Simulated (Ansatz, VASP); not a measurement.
## Two plane-wave programs on GaN

```
Ga N
1.0
     3.16987    0.00000    0.00000
    -1.58493    2.74518    0.00000
     0.00000    0.00000    5.18500
Ga N
2 2
Direct
  0.33333 0.66667 0.00056
  0.66667 0.33333 0.50056
  0.33333 0.66667 0.37644
  0.66667 0.33333 0.87644
```

Alike in both runs: functional PBE; k mesh 8 × 8 × 5; occupations gaussian, width 0.05 eV; no spin polarisation.

Ansatz relaxed the structure, and its values are those at the end. VASP's run is a single point on that final structure, the one shown.

|  | VASP | Ansatz |
| --- | --- | --- |
| version | VASP 6.6.1 | Ansatz 0.2.0 |
| potentials or method | VASP PAW PBE potentials, release 64 (Ga_d, N) | scalar-relativistic, plane waves, PAW |
| plane-wave cutoff (eV) | 520 | 420 |
| valence electrons in the cell | 36 | 36 |

Ansatz gave:

* pressure (GPa): 7.8

Question: What did VASP give for the same quantities?

Answer: Pressure (GPa): 7.9.

With one functional, cell and mesh, what is left measures potentials, basis and numerics. Ansatz warned: «stress_scf_threshold_loose».
